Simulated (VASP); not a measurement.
# Mo4H (Pm-3m) in VASP: notebook

The runs below take Mo4H through single point, relaxation of cell and atoms, with PBE.

Program: VASP 6.6.1. These are calculated values, not measurements. Logs are shortened: lines on timing, memory, paths and dates and some standing lists are left out, and cuts for length are marked.

## 1. The cell of the first run

The structure is cubic, space group Pm-3m (No. 221). The conventional cell has a = 4.045 Å, b = 4.045 Å, c = 4.045 Å, α = 90.00°, β = 90.00°, γ = 90.00°. H (site symmetry m-3m) has 6 Mo at 2.02 Å as nearest neighbours. Mo (site symmetry 4/mmm) has 2 H at 2.02 Å as nearest neighbours. Around Mo (site symmetry m-3m) lie 12 Mo at 2.86 Å.

The cell was built by a generator and needn't be a form met in nature.

## 2. Single point, PBE (species swapped into the Fe4N type (Pm-3m, No. 221))

Input file INCAR:

```
SYSTEM = Mo4H
PREC = Accurate
ENCUT = 520
EDIFF = 1E-6
ISMEAR = 0
SIGMA = 0.1
LREAL = .False.
LASPH = .True.
NELM = 80
ALGO = Normal
ISIF = 2
LWAVE = .False.
LCHARG = .True.
GGA = PE
LELF = .True.
LVHAR = .True.
NBANDS = 36
```

Input file KPOINTS:

```
regular mesh
0
Gamma
  4 4 4
  0 0 0
```

Input file POSCAR:

```
Mo4H
1.0
    4.0449654728      0.0000000000      0.0000000000
    0.0000000000      4.0449654728      0.0000000000
    0.0000000000      0.0000000000      4.0449654728
H Mo
1 4
Direct
    0.5000000000      0.5000000000      0.5000000000
    0.0000000000      0.5000000000      0.5000000000
    0.5000000000      0.5000000000      0.0000000000
    0.5000000000      0.0000000000      0.5000000000
    0.0000000000      0.0000000000      0.0000000000
```

Potentials or basis: VASP PAW PBE potentials, release 64 (H, Mo_sv).

Command:

```bash
$ cat potpaw_PBE.64/H/POTCAR potpaw_PBE.64/Mo_sv/POTCAR > POTCAR
$ mpirun -np 1 vasp_std > vasp.out
```

OUTCAR:

```text
SYSTEM = Mo4H
   PREC = Accurate
   ENCUT = 520
   EDIFF = 1E-6
   ISMEAR = 0
   LREAL = .False.
   LASPH = .True.
   NELM = 80
   ISIF = 2
   GGA = PE

 ion  position               nearest neighbor table
   1  0.500  0.500  0.500-   2 2.02   3 2.02   4 2.02   3 2.02   4 2.02   2 2.02
   2  0.000  0.500  0.500-   1 2.02   1 2.02   4 2.86   5 2.86   3 2.86   5 2.86   4 2.86   5 2.86
                             5 2.86   3 2.86   3 2.86   4 2.86   3 2.86   4 2.86
   3  0.500  0.500  0.000-   1 2.02   1 2.02   4 2.86   5 2.86   2 2.86   2 2.86   4 2.86   4 2.86
                             5 2.86   4 2.86   2 2.86   5 2.86   2 2.86   5 2.86
   4  0.500  0.000  0.500-   1 2.02   1 2.02   3 2.86   5 2.86   3 2.86   5 2.86   2 2.86   2 2.86
                             3 2.86   3 2.86   2 2.86   5 2.86   5 2.86   2 2.86
   5  0.000  0.000  0.000-   2 2.86   3 2.86   4 2.86   2 2.86   4 2.86   2 2.86   3 2.86   2 2.86
                             3 2.86   4 2.86   4 2.86   3 2.86

  LATTYP: Found a simple cubic cell.
 ALAT       =     4.0449654728

  Lattice vectors:

 A1 = (   4.0449654728,   0.0000000000,   0.0000000000)
 A2 = (   0.0000000000,   4.0449654728,   0.0000000000)
 A3 = (   0.0000000000,   0.0000000000,   4.0449654728)

Analysis of symmetry for initial positions (statically):
=====================================================================
 Subroutine PRICEL returns:
 Original cell was already a primitive cell.

 Routine SETGRP: Setting up the symmetry group for a
 simple cubic supercell.

 Subroutine GETGRP returns: Found 48 space group operations
 (whereof 48 operations were pure point group operations)
 out of a pool of 48 trial point group operations.

The static configuration has the point symmetry O_h .

Analysis of symmetry for dynamics (positions and initial velocities):
=====================================================================
 Subroutine PRICEL returns:
 Original cell was already a primitive cell.

 Routine SETGRP: Setting up the symmetry group for a
 simple cubic supercell.

 Subroutine GETGRP returns: Found 48 space group operations
 (whereof 48 operations were pure point group operations)
 out of a pool of 48 trial point group operations.

The dynamic configuration has the point symmetry O_h .

 Subroutine INISYM returns: Found 48 space group operations
 (whereof 48 operations are pure point group operations),
 and found     1 'primitive' translations

----------------------------------------------------------------------------------------

                                     Primitive cell

  volume of cell :      66.1827

  direct lattice vectors                    reciprocal lattice vectors
     4.044965473  0.000000000  0.000000000     0.247220899  0.000000000  0.000000000
     0.000000000  4.044965473  0.000000000     0.000000000  0.247220899  0.000000000
     0.000000000  0.000000000  4.044965473     0.000000000  0.000000000  0.247220899

  length of vectors
     4.044965473  4.044965473  4.044965473     0.247220899  0.247220899  0.247220899

  position of ions in fractional coordinates (direct lattice)
     0.500000000  0.500000000  0.500000000
     0.000000000  0.500000000  0.500000000
     0.500000000  0.500000000  0.000000000
     0.500000000  0.000000000  0.500000000
     0.000000000  0.000000000  0.000000000

  ion indices of the primitive-cell ions
   primitive index   ion index
                 1           1
                 2           2
                 3           3
                 4           4
                 5           5

----------------------------------------------------------------------------------------

 KPOINTS: regular mesh

Automatic generation of k-mesh.
 Grid dimensions read from file:
 generate k-points for:    4    4    4

 Generating k-lattice:

  Cartesian coordinates                     Fractional coordinates (reciprocal lattice)
     0.061805225  0.000000000  0.000000000     0.250000000  0.000000000  0.000000000
     0.000000000  0.061805225  0.000000000     0.000000000  0.250000000  0.000000000
     0.000000000  0.000000000  0.061805225     0.000000000  0.000000000  0.250000000

  Length of vectors
     0.061805225  0.061805225  0.061805225

  Shift w.r.t. Gamma in fractional coordinates (k-lattice)
     0.000000000  0.000000000  0.000000000

 Subroutine IBZKPT returns following result:
 ===========================================

 Found     10 irreducible k-points:

 Following reciprocal coordinates:
            Coordinates               Weight
  0.000000  0.000000  0.000000      1.000000
  0.250000  0.000000  0.000000      6.000000
  0.500000  0.000000  0.000000      3.000000
  0.250000  0.250000  0.000000     12.000000
  0.500000  0.250000  0.000000     12.000000
  0.500000  0.500000  0.000000      3.000000
  0.250000  0.250000  0.250000      8.000000
  0.500000  0.250000  0.250000     12.000000
  0.500000  0.500000  0.250000      6.000000
  0.500000  0.500000  0.500000      1.000000
   k-points           NKPTS =     10   k-points in BZ     NKDIM =     10   number of bands    NBANDS=     36
   number of dos      NEDOS =    301   number of ions     NIONS =      5
   total plane-waves  NPLWV =  27000
   dimension x,y,z NGX =    30 NGY =   30 NGZ =   30
   dimension x,y,z NGXF=    60 NGYF=   60 NGZF=   60
   ions per type =               1   4
   NGX,Y,Z   is equivalent  to a cutoff of  12.33, 12.33, 12.33 a.u.
   NGXF,Y,Z  is equivalent  to a cutoff of  24.66, 24.66, 24.66 a.u.
 SYSTEM =  Mo4H
   PREC   = accura    normal or accurate (medium, high low for compatibility)
   ISTART =      0    job   : 0-new  1-cont  2-samecut
   ICHARG =      2    charge: 1-file 2-atom 10-const
   ISPIN  =      1    spin polarized calculation?
   LNONCOLLINEAR =      F non collinear calculations
   LSORBIT =      F    spin-orbit coupling
   LASPH  =      T    aspherical Exc in radial PAW
   ENCUT  =  520.0 eV  38.22 Ry    6.18 a.u.   7.52  7.52  7.52*2*pi/ulx,y,z
   NELM   =     80;   NELMIN=  2; NELMDL= -5     # of ELM steps
   EDIFF  = 0.1E-05   stopping-criterion for ELM
   LREAL  =      F    real-space projection
   EDIFFG = 0.1E-04   stopping-criterion for IOM
   NSW    =      0    number of steps for IOM
   IBRION =     -1    ionic relax: 0-MD 1-quasi-New 2-CG
   NFREE  =      0    steps in history (QN), initial steepest desc. (CG)
   ISIF   =      2    stress and relaxation
   ISYM   =      2    0-nonsym 1-usesym 2-fastsym
   POTIM  = 0.5000    time-step for ionic-motion
   TEBEG  =    0.0;   TEEND  =   0.0 temperature during run
   PSTRESS=    0.0 pullay stress
   NELECT =      57.0000    total number of electrons
   NUPDOWN=      -1.0000    fix difference up-down
   EMIN   =  10.00;   EMAX   =-10.00  energy-range for DOS
   EFERMI =   0.00;   METHOD = LEGACY
   ISMEAR =     0;   SIGMA  =   0.10  broadening in eV -4-tet -1-fermi 0-gaus
   EFERMI_NEDOS =   21; number of points for ismear=-14 and -15
   IALGO  =     38    algorithm
   IMIX   =      4    mixing-type and parameters
     AMIX     =   0.40;   BMIX     =  1.00
     AMIX_MAG =   1.60;   BMIX_MAG =  1.00
  volume/ion in A,a.u.               =      13.24        89.32
  Fermi-wavevector in a.u.,A,eV,Ry     =   1.557585  2.943408 33.008681  2.426070
  Thomas-Fermi vector in A             =   2.661213
   LORBIT       =      0    0 simple, 1 ext, 2 COOP (PROOUT), +10 PAW based schemes
   GGA     = PE    functional components
   LHFCALC =     F    Hartree Fock is set to
   AEXX    =    0.0000 exact exchange contribution
   IVDW    =     0    specifies the selected vdW correction
   LEPSILON=     F    determine dielectric tensor
   LRPA    =     F    only Hartree local field effects (RPA)
 non-spin polarized calculation
 Gauss-broadening in eV      SIGMA  =   0.10
  energy-cutoff  :      520.00
  volume of cell :       66.18
 maximum number of plane-waves:      1803
   NGX = 15   NGY = 15   NGZ = 15

 number of electron      56.9999994 magnetization

 Free energy of the ion-electron system (eV)
  ---------------------------------------------------
  ext. energy  EPLUGINS =         0.00000000
  ---------------------------------------------------
  free energy    TOTEN  =       -45.70767104 eV

  energy without entropy =      -45.66749044  energy(sigma->0) =      -45.68758074

 E-fermi :  11.5303     XC(G=0): -13.2051

 val. band max:       11.5289194481   @ k =   0.2500   0.2500   0.0000
 cond. band min:      11.5553393700   @ k =   0.5000   0.2500   0.2500
 fundamental gap:      0.0264199219
 Fermi energy:        11.5303111752

 k-point     1 :       0.0000    0.0000    0.0000
  band No.  band energies     occupation
      1     -49.1691      2.00000
      2     -48.9202      2.00000
      3     -48.9202      2.00000
      4     -48.8545      2.00000
      5     -23.6933      2.00000
      6     -23.6933      2.00000
[... 28 lines left out ...]
     35      15.8961      0.00000
     36      15.8964      0.00000

 k-point     2 :       0.2500    0.0000    0.0000
  band No.  band energies     occupation
      1     -49.1317      2.00000
      2     -48.9504      2.00000
      3     -48.9200      2.00000
      4     -48.8622      2.00000
      5     -23.5990      2.00000
      6     -23.5990      2.00000
[... 28 lines left out ...]
     35      14.6581      0.00000
     36      14.9763      0.00000

 k-point     3 :       0.5000    0.0000    0.0000
  band No.  band energies     occupation
      1     -49.0553      2.00000
      2     -49.0231      2.00000
      3     -48.9197      2.00000
      4     -48.8664      2.00000
      5     -23.4075      2.00000
      6     -23.4075      2.00000
[... 28 lines left out ...]
     35      14.1224      0.00000
     36      14.3650      0.00000
[... 196 lines left out ...]
 k-point     9 :       0.5000    0.5000    0.2500
  band No.  band energies     occupation
      1     -48.9865      2.00000
      2     -48.9863      2.00000
      3     -48.9863      2.00000
      4     -48.9016      2.00000
      5     -23.7964      2.00000
      6     -23.6039      2.00000
[... 28 lines left out ...]
     35      14.4742      0.00000
     36      14.5651      0.00000

 k-point    10 :       0.5000    0.5000    0.5000
  band No.  band energies     occupation
      1     -48.9858      2.00000
      2     -48.9858      2.00000
      3     -48.9858      2.00000
      4     -48.9011      2.00000
      5     -23.9336      2.00000
      6     -23.7246      2.00000
[... 28 lines left out ...]
     35      15.3077      0.00000
     36      15.3632      0.00000

------------------------ aborting loop because EDIFF is reached ----------------------------------------

  FORCE on cell =-STRESS in cart. coord.  units (eV):
  Direction    XX          YY          ZZ          XY          YZ          ZX
  --------------------------------------------------------------------------------------
  -------------------------------------------------------------------------------------
  Total        0.2390806      0.2390806      0.2390806      0.0000000     -0.0000000      0.0000000
  in kB        5.7877592      5.7877592      5.7877592      0.0000000     -0.0000000      0.0000000
  external PRESSURE =       5.7877592 kB  Pullay stress =       0.0000000 kB

 VOLUME and BASIS-vectors are now :
 -----------------------------------------------------------------------------
  energy-cutoff  :      520.00
  volume of cell :       66.18
      direct lattice vectors                 reciprocal lattice vectors
     4.044965473  0.000000000  0.000000000     0.247220899  0.000000000  0.000000000
     0.000000000  4.044965473  0.000000000     0.000000000  0.247220899  0.000000000
     0.000000000  0.000000000  4.044965473     0.000000000  0.000000000  0.247220899

 POSITION                                       TOTAL-FORCE (eV/Angst)
 -----------------------------------------------------------------------------------
      2.02248      2.02248      2.02248         0.000000      0.000000      0.000000
      0.00000      2.02248      2.02248         0.000000      0.000000      0.000000
      2.02248      2.02248      0.00000         0.000000      0.000000      0.000000
      2.02248      0.00000      2.02248         0.000000      0.000000      0.000000
      0.00000      0.00000      0.00000         0.000000      0.000000      0.000000
 -----------------------------------------------------------------------------------
    total drift:                                0.000000      0.000000     -0.000000

  FREE ENERGIE OF THE ION-ELECTRON SYSTEM (eV)
  ---------------------------------------------------
  free  energy   TOTEN  =       -45.7076710409 eV

  energy  without entropy=      -45.6674904435  energy(sigma->0) =      -45.68758074
```

It took 14 s on 1 thread of AMD EPYC 9R45 (Zen 5), shared host; peak memory 0.14 GiB.

Results:

```
Free energy            : -45.7077 eV
Pressure               : 0.6 GPa
Band gap on the k mesh : none (metal or under the smearing width)
```

Caveat: the k mesh is coarse (spacing up to 0.39 Å⁻¹), so the values aren't converged.

## 3. Relaxation of cell and atoms, PBE (species swapped into the Fe4N type (Pm-3m, No. 221))

Input file INCAR:

```
PREC = Accurate ; ENCUT = 600
EDIFF = 1E-7 ; ISMEAR = 0
SIGMA = 0.1 ; LREAL = False
LASPH = True ; NELM = 80
ALGO = Fast ; ISIF = 3
LWAVE = False ; LCHARG = False
GGA = PE ; IBRION = 2
NSW = 90 ; EDIFFG = -0.04
```

Input file KPOINTS:

```
Automatic mesh
0
Gamma
  4 4 4
```

Changes to POSCAR since step 2:

```diff
@@ -2,5 +2,5 @@
 1.0
-    4.0449654728      0.0000000000      0.0000000000
-    0.0000000000      4.0449654728      0.0000000000
-    0.0000000000      0.0000000000      4.0449654728
+    4.1422735200      0.0000000000      0.0000000000
+    0.0000000000      4.1422735200      0.0000000000
+    0.0000000000      0.0000000000      4.1422735200
 H Mo
```

Potentials or basis: VASP PAW PBE potentials, release 64 (H, Mo_sv).

Command:

```bash
$ cat potpaw_PBE.64/H/POTCAR potpaw_PBE.64/Mo_sv/POTCAR > POTCAR
$ mpirun -np 1 vasp_std > vasp.out
```

OUTCAR:

```text
PREC = Accurate
   ENCUT = 600
   EDIFF = 1E-7
   ISMEAR = 0
   LREAL = False
   LASPH = True
   NELM = 80
   ISIF = 3
   GGA = PE
   IBRION = 2
   NSW = 90
   EDIFFG = -0.04

 ion  position               nearest neighbor table
   1  0.500  0.500  0.500-   2 2.07   3 2.07   4 2.07   3 2.07   4 2.07   2 2.07
   2  0.000  0.500  0.500-   1 2.07   1 2.07   4 2.93   5 2.93   3 2.93   5 2.93   4 2.93   5 2.93
                             5 2.93   3 2.93   3 2.93   4 2.93   3 2.93   4 2.93
   3  0.500  0.500  0.000-   1 2.07   1 2.07   4 2.93   5 2.93   2 2.93   2 2.93   4 2.93   4 2.93
                             5 2.93   4 2.93   2 2.93   5 2.93   2 2.93   5 2.93
   4  0.500  0.000  0.500-   1 2.07   1 2.07   3 2.93   5 2.93   3 2.93   5 2.93   2 2.93   2 2.93
                             3 2.93   3 2.93   2 2.93   5 2.93   5 2.93   2 2.93
   5  0.000  0.000  0.000-   2 2.93   3 2.93   4 2.93   2 2.93   4 2.93   2 2.93   3 2.93   2 2.93
                             3 2.93   4 2.93   4 2.93   3 2.93

  LATTYP: Found a simple cubic cell.
 ALAT       =     4.1422735200

  Lattice vectors:

 A1 = (   4.1422735200,   0.0000000000,   0.0000000000)
 A2 = (   0.0000000000,   4.1422735200,   0.0000000000)
 A3 = (   0.0000000000,   0.0000000000,   4.1422735200)

Analysis of symmetry for initial positions (statically):
=====================================================================
 Subroutine PRICEL returns:
[... 158 lines left out ...]

 Free energy of the ion-electron system (eV)
  ---------------------------------------------------
  ext. energy  EPLUGINS =         0.00000000
  ---------------------------------------------------
  free energy    TOTEN  =       -45.48629303 eV

  energy without entropy =      -45.45410201  energy(sigma->0) =      -45.47019752

------------------------ aborting loop because EDIFF is reached ----------------------------------------

  FORCE on cell =-STRESS in cart. coord.  units (eV):
  Direction    XX          YY          ZZ          XY          YZ          ZX
  --------------------------------------------------------------------------------------
  -------------------------------------------------------------------------------------
  Total       -6.4113116     -6.4113116     -6.4113116      0.0000000      0.0000000      0.0000000
  in kB     -144.5243908   -144.5243908   -144.5243908      0.0000000      0.0000000      0.0000000
  external PRESSURE =    -144.5243908 kB  Pullay stress =       0.0000000 kB
[... 104 lines left out ...]
--------------------------------------- Ionic step        4  -------------------------------------------

 number of electron      57.0000012 magnetization

 Free energy of the ion-electron system (eV)
  ---------------------------------------------------
  ext. energy  EPLUGINS =         0.00000000
  ---------------------------------------------------
  free energy    TOTEN  =       -45.71291722 eV

  energy without entropy =      -45.67294016  energy(sigma->0) =      -45.69292869

 E-fermi :  11.4928     XC(G=0): -13.1918

 val. band max:       11.4900373671   @ k =   0.2500   0.2500   0.0000
 cond. band min:      11.5195318117   @ k =   0.5000   0.2500   0.2500
 fundamental gap:      0.0294944447
 Fermi energy:        11.4927981952

 k-point     1 :       0.0000    0.0000    0.0000
  band No.  band energies     occupation
      1     -49.2078      2.00000
      2     -48.9614      2.00000
      3     -48.9614      2.00000
      4     -48.8961      2.00000
      5     -23.7285      2.00000
      6     -23.7285      2.00000
[... 391 lines left out ...]
  FREE ENERGIE OF THE ION-ELECTRON SYSTEM (eV)
  ---------------------------------------------------
  free  energy   TOTEN  =       -45.7129172182 eV

  energy  without entropy=      -45.6729401586  energy(sigma->0) =      -45.69292869

 reached required accuracy - stopping structural energy minimisation
```

CONTCAR:

```text
Mo4H
   1.00000000000000
     4.0481989196432764    0.0000000000000000    0.0000000000000000
     0.0000000000000000    4.0481989196432764    0.0000000000000000
     0.0000000000000000    0.0000000000000000    4.0481989196432764
  H               Mo
     1     4
Direct
     0.5000000000000000    0.5000000000000000    0.5000000000000000
     0.0000000000000000    0.5000000000000000    0.5000000000000000
     0.5000000000000000    0.5000000000000000    0.0000000000000000
     0.5000000000000000    0.0000000000000000    0.5000000000000000
     0.0000000000000000    0.0000000000000000    0.0000000000000000

  0.00000000E+00  0.00000000E+00  0.00000000E+00
  0.00000000E+00  0.00000000E+00  0.00000000E+00
  0.00000000E+00  0.00000000E+00  0.00000000E+00
  0.00000000E+00  0.00000000E+00  0.00000000E+00
  0.00000000E+00  0.00000000E+00  0.00000000E+00
```

It took 77 s on 1 thread of AMD EPYC 9R45 (Zen 5), shared host; peak memory 0.19 GiB.

What came out:

```yaml
Free_energy: -45.7129 eV
Relaxed_volume: 13.27 Å³/atom
Relaxed_cell: a = 4.048 Å, b = 4.048 Å, c = 4.048 Å, α = 90.00°, β = 90.00°, γ = 90.00°
Space_group_after_relaxing_to_0.05_Å: Pm-3m (No. 221)
Energy_gained_by_relaxing: 45.3 meV/atom
Ionic_steps: 4
Pressure_after_relaxing: 0.0 GPa
Band_gap_on_the_k_mesh: none (metal or under the smearing width)
```

The path:
```tsv
step	energy change (eV)	largest force (eV/Å)	pressure (GPa)	volume (Å³)
1	0.0000	0.0000	-14.45	71.07
2	0.5668	0.0000	36.90	58.68
3	-0.2264	0.0000	-0.57	66.48
4	-0.2266	0.0000	-0.04	66.34
```

Final structure:
```xyz
5
Lattice="4.0482 0.0000 0.0000 0.0000 4.0482 0.0000 0.0000 0.0000 4.0482" Properties=species:S:1:pos:R:3 pbc="T T T"
H     2.0241    2.0241    2.0241
Mo    0.0000    2.0241    2.0241
Mo    2.0241    2.0241    0.0000
Mo    2.0241    0.0000    2.0241
Mo    0.0000    0.0000    0.0000
```

Levels at points of the mesh, in eV from the Fermi level:
```
           k point  band 24  band 25  band 26  band 27  band 28  band 29  band 30  band 31  band 32  band 33
(0.00, 0.00, 0.00)    -0.69    -0.69    -0.69     1.81     1.81     3.58     3.58     3.58     3.72     3.72
(0.50, 0.00, 0.00)    -1.82    -1.78    -1.78    -0.43     0.12     1.07     1.14     1.14     1.16     1.16
(0.50, 0.50, 0.00)    -1.84    -1.78    -1.64    -1.64    -1.51     0.23     0.23     0.62     0.69     1.60
(0.50, 0.50, 0.50)    -1.20    -0.84    -0.84    -0.84    -0.75    -0.75     1.49     1.49     1.49     3.75
```

Caveat: the k mesh is coarse (spacing up to 0.38 Å⁻¹), so the values aren't converged.
